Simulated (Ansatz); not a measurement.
A plane-wave DFT run in Ansatz 0.2.0 (scalar-relativistic PAW potentials unless the input names others): input and command.

```yaml
crystal:
  lattice:
    - [-3.2353227265, -3.1558360984, 3.2171875515]
    - [-3.3129253271, 3.166588991, -3.2840372594]
    - [3.2460756192, -3.0135081381, -3.0641066986]
  atoms:
    - { symbol: W, position: [0.4737044117, 0.4818374906, 0.5030850131] }
    - { symbol: W, position: [-0.0139257794, 0.4780014496, 0.4769022941] }
    - { symbol: W, position: [0.4941241787, -0.0161683311, 0.4882216126] }
    - { symbol: W, position: [0.0040141473, 0.0052840261, 0.4935265013] }
    - { symbol: W, position: [0.5050959325, 0.503290597, 0.0179983011] }
    - { symbol: W, position: [0.0123088503, 0.517862005, 0.0042146647] }
    - { symbol: W, position: [0.5074371275, 0.012792412, 0.0042881732] }
    - { symbol: W, position: [0.0172411313, 0.0171003507, 0.0117634398] }
basis:
  ecutwfc: 420
kpoints:
  mp_grid: { grid: [10, 10, 10] }
hamiltonian:
  xc: pbe
  dispersion: d3bj
scf:
  occupations: { method: gaussian, width: 0.3 }
output:
  forces: true
  eigenvalues: true
  stress: true
```

```bash
ansatz run input.yaml --threads 2 --pin off --max-ram 5120MiB --backend cpu --events-out ev --progress --plain --runs-dir out
```

Abridged log:
```
Pseudopotentials: kind: paw
Pseudopotential: W, paw, valence charge 14, recommended cutoff 420 eV (normal)
Functional definition: PBE
Crystal: 8 atoms, lattice volume = 128.137 Å³
Basis set: ecut = 420 eV, 2489 PW (Γ), exchange–correlation on 80×80×72 points (8 copies of the dense FFT grid, shifted against one another)
Bands: 68, of which v1, the nominal top of the filled ones, is band 56 counted from 1 (55 counted from 0)
Symmetry: 1 space group operations
Space group: P1 (ITA 1), of the structure as read, at distance tolerance 5.0e-5 Å
k-points: 504 of 1000 (time reversal used)
Initial density: superposition of atomic densities (neutral atoms: chi_scale 0, normalization atom), corrected by the library's trained network
Initial wavefunctions: pseudopotential atomic-orbital guess
Functional: x = pbe(κ = 0.804, μ = 0.21951497), c = pbe(β = 0.06672455)
SCF iter   1: F=—  HF=-83083.116494 eV  |F-HF|=—  |Δ(HF+E_count)|=         —  Δρ=3.17e-3  dr2=9.46e-3  ethr=1.77e-3  ⟨swp⟩=4.2  Hψ=121267  notcnv=0
SCF iter   2: F=—  HF=-83083.114888 eV  |F-HF|=—  |Δ(HF+E_count)|=   1.61e-3  Δρ=1.84e-3  dr2=3.57e-3  ethr=8.45e-6  ⟨swp⟩=2.2  Hψ=60837  notcnv=0
SCF iter   3: F=—  HF=-83083.114444 eV  |F-HF|=—  |Δ(HF+E_count)|=   4.43e-4  Δρ=2.02e-4  dr2=5.91e-5  ethr=3.19e-6  ⟨swp⟩=2.0  Hψ=45333  notcnv=0
SCF iter   4: F=—  HF=-83083.114433 eV  |F-HF|=—  |Δ(HF+E_count)|=   1.14e-5  Δρ=3.68e-5  dr2=1.72e-6  ethr=5.28e-8  ⟨swp⟩=2.3  Hψ=53617  notcnv=0
SCF iter   5: F=—  HF=-83083.114433 eV  |F-HF|=—  |Δ(HF+E_count)|=   2.12e-7  Δρ=1.19e-5  dr2=1.47e-7  ethr=1.54e-9  ⟨swp⟩=2.0  Hψ=46150  notcnv=0
SCF iter   6: F=-83083.114433 eV  HF=-83083.114433 eV  |F-HF|=1.43e-9  |Δ(HF+E_count)|=   1.92e-8  Δρ=1.70e-6  dr2=3.54e-9  ethr=8.93e-11  ⟨swp⟩=8.8  Hψ=125083  notcnv=0
SCF 1 converged in 6 iterations: F = -83083.114433 eV  dr2 = 3.54e-9
SCF converged after 6 iterations
Free energy (F): -83083.114433 eV
Harris-Foulkes:  -83083.114433 eV  (|F-HF|=1.43e-9)
Internal energy: -83082.932928 eV  (E = F + TS)
E sigma→0 (E₀):  -83083.023680 eV
Entropy (-TS):   -0.181505 eV (-22.688 meV/atom)
Fermi energy:    22.321620 eV
  E_disp       = -5.504120  (pairwise vdW)
--- Forces (eV/Å), atoms counted from 1 ---
  atom   1  W     -2.31236073    -1.26822968    -0.14137917
  atom   2  W     -0.55917824    -0.81501404    -2.45975717
  atom   3  W     -0.61830690    -0.85397755    -1.28784136
  atom   4  W      1.25820715    -0.95815349    -0.50960867
  atom   5  W     -0.55685365     0.98644605     0.68511934
  atom   6  W      0.95848676     0.84188662     0.98094050
  atom   7  W      0.78550476     0.58146611     1.19582470
  atom   8  W      1.04449838     1.48557967     1.53670225
--- Stress (GPa, compression-positive) ---
       -8.653231       0.796166      -2.170755
        0.796166       6.786252       6.444195
       -2.170755       6.444195      -1.429214
  P = ⅓ Tr σ = -1.0987 GPa (-10.987 kbar)
```

Apart from outputs and empty bands, the input differs from a reference run on usual settings in hamiltonian.dispersion: not typed → "d3bj"; scf.occupations.width: 0.15 → 0.3. The reference, at the same geometry (not necessarily relaxed), gave pressure 5.99 GPa, largest force 2.668 eV/Å, no gap on the mesh. This run converged in 6 SCF iterations (reference: 6) with an energy at zero smearing 688 meV/atom below the reference's (the Hamiltonian itself differs), pressure -1.10 GPa, largest force 2.651 eV/Å, no gap on the mesh. Its smearing width is looser than usual. The Hamiltonian differs as well, so the change in the result can't be put down to that alone.

Time: 75 s on 2 threads of Intel(R) Xeon(R) 6975P-C (Granite Rapids) (shared host), peak memory 2.7 GiB.